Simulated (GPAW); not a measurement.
Here is a GPAW 26.7.0 calculation.

The input run.py:

```python
from ase.dft.bandgap import bandgap
from ase.io import read, write
from ase.units import GPa
from gpaw import GPAW, PW, setup_paths

setup_paths.insert(0, '.')

atoms = read('POSCAR')
atoms.set_initial_magnetic_moments([-0.07, 0.0])

calc = GPAW(mode=PW(600),
            xc='PBEsol',
            kpts={'size': (5, 5, 5), 'gamma': True},
            occupations={'name': 'methfessel-paxton', 'order': 0, 'width': 0.05},
            setups={'Pt': ':d,7.0'},
            nbands=22,
            convergence={'density': 1e-05, 'energy': 1e-05},
            maxiter=150,
            txt='gpaw.txt')
atoms.calc = calc
energy = atoms.get_potential_energy()
forces = atoms.get_forces()
stress = atoms.get_stress()
calc.write('gs.gpw')
write('result.traj', atoms)
print(f'Energy: {energy:.6f} eV')
print('Forces (eV/A):')
print(forces.round(4))
print('Stress (GPa):', (stress / GPa).round(3))
print('Moments:', calc.get_magnetic_moments().round(3))
print('Fermi level:', round(calc.get_fermi_level(), 4), 'eV')
print(f'Gap: {bandgap(calc)[0]:.4f} eV, direct: {bandgap(calc, direct=True)[0]:.4f} eV')
```

Contents of POSCAR:

```
TePt
1.0
    0.0000000000      3.2450425500      3.2450425500
    3.2450425500      0.0000000000      3.2450425500
    3.2450425500      3.2450425500      0.0000000000
Pt Te
1 1
Direct
    0.0000000000      0.0000000000      0.0000000000
    0.2500000000      0.2500000000      0.2500000000
```

Potentials or basis: PAW data sets generated in the run's folder for this functional, pw.

Launch:

```sh
$ gpaw-setup -f PBEsol Pt Te
$ OMP_NUM_THREADS=1 python run.py
```

(1) Predict the pressure.

(2) What does it give for the site moments?

Answers

(1) -12.8 GPa.

(2) Pt -0.14; Te -0.04 μB.

Caveat: the U is typed as a test and isn't derived for this compound.
